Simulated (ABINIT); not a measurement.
Si2Mo:

```xyz
3
Lattice="-1.6000 1.6000 3.9305 1.6000 -1.6000 3.9305 1.6000 1.6000 -3.9305" Properties=species:S:1:pos:R:3 pbc="T T T"
Mo    0.0000    0.0000    0.0000
Si    0.0000    0.0000    5.2433
Si    0.0000    0.0000    2.6177
```

```yaml
Program: ABINIT 10.8.3 (patched build)
Task: relaxation of cell and atoms
Functional: PBE
Potentials_or_basis: JTH PAW PBE v2.0
Cutoff: 408 eV
k_mesh: 10 × 10 × 10
Occupations: fermi-dirac, width 0.05 eV
Spin: no spin polarisation
```

At the start: pressure 2.4 GPa; volume 13.42 Å³/atom.

Q: How do energy, volume and symmetry change on relaxing?

A: Over 9 steps the energy falls by 3.1 meV/atom and the volume is 13.59 Å³/atom (+1.3 %); space group I4/mmm (No. 139, to 0.05 Å).

The path:
```csv
step,energy change (eV),largest force (eV/Å),pressure (GPa),volume (Å³)
1,0.0000,0.2934,2.37,40.25
2,-0.0049,0.2525,0.88,40.54
3,-0.0080,0.1562,-0.51,40.84
4,-0.0088,0.0907,-0.57,40.87
5,-0.0093,0.0128,-0.22,40.81
6,-0.0094,0.0013,-0.02,40.78
7,-0.0094,0.0004,0.03,40.76
8,-0.0094,0.0003,0.02,40.76
9,-0.0094,0.0001,0.00,40.77
```

Final structure:
```
Mo Si
1.0
    -1.60907    1.60907    3.93647
     1.60907   -1.60907    3.93647
     1.60907    1.60907   -3.93647
Mo Si
1 2
Cartesian
  0.0000 0.0000 0.0000
  0.0000 0.0000 5.2336
  0.0000 0.0000 2.6393
```
